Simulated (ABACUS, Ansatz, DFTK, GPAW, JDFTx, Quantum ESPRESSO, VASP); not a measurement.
Ir: 8 runs at one level of theory

```
Ir
1.0
     0.00000    1.91560    1.91560
     1.91560    0.00000    1.91560
     1.91560    1.91560    0.00000
Ir
1
Direct
  0.00000 0.00000 0.00000
```

Alike in all runs: task single point; functional PBE; k mesh 12 × 12 × 12; occupations fermi-dirac, width 0.05 eV; no spin polarisation; no spin-orbit coupling. Pressure is positive in compression and, in plane waves, holds the error of the finite cutoff, which Ansatz's Pulay term estimates and takes out.

```tsv
program and potentials	plane-wave cutoff (eV)	notes	band gap (eV)	pressure (GPa)
GPAW, GPAW PAW data sets (gpaw-data 1.2.1)	600	15 valence electrons an atom on average	no gap	9.85
Ansatz, all-electron LAPW, scalar-relativistic	-	-	no gap	11.08
JDFTx, PseudoDojo-SR-PBE-0.5-standard	925	17 valence electrons an atom on average	no gap	10.38
Quantum ESPRESSO, SSSP 1.3 efficiency PBE	748	15 valence electrons an atom on average	no gap	10.32
ABACUS, PseudoDojo NC SR 0.4.1 PBE standard, plane waves	925	17 valence electrons an atom on average	no gap	10.39
Ansatz, Ansatz PAW (earlier soft set)	420	17 valence electrons an atom on average; Pulay term of +0.09 GPa included	no gap	11.07
VASP, PBE PAW files Ir, 520 eV	520	9 valence electrons an atom on average	no gap	11.81
DFTK, PseudoDojo SR PBE 0.4.1 standard (PBE)	1088	17 valence electrons an atom on average	no gap	10.40
```

None finds a gap. The pressure spans 9.85 (GPAW, GPAW PAW data sets (gpaw-data 1.2.1)) to 11.81 GPa (VASP, PBE PAW files Ir, 520 eV), with all-electron results at 11.08. The cell lies far from this level's equilibrium.

The functional is the same throughout but for its coding, so the spread measures potentials, basis and numerics; runs on potential files found faulty are left out.

All eight runs put the cell under compression, so at this level iridium would relax to a larger volume. The cell is close to the experimental one, and PBE tends to underbind the late 5d metals, which probably accounts for the sign. The size of the pressure reflects stiffness more than a large misfit: strong d-d bonding, with the antibonding part of the 5d band only partly filled, gives iridium a very high bulk modulus, so a slight contraction costs many gigapascals. The missing gap is expected of a partly filled d band overlapping broad sp states.

The three PseudoDojo runs, at 10.38, 10.39 and 10.40 GPa, agree across different programs, which points to the potential rather than the code as the source of their shared offset from the all-electron 11.08 GPa. Valence count alone doesn't order the results, since the Ansatz PAW run also treats 17 electrons yet gives 11.07 GPa. A single volume fixes neither the equilibrium lattice constant nor the bulk modulus, and similar pressures here needn't mean similar compression curves.
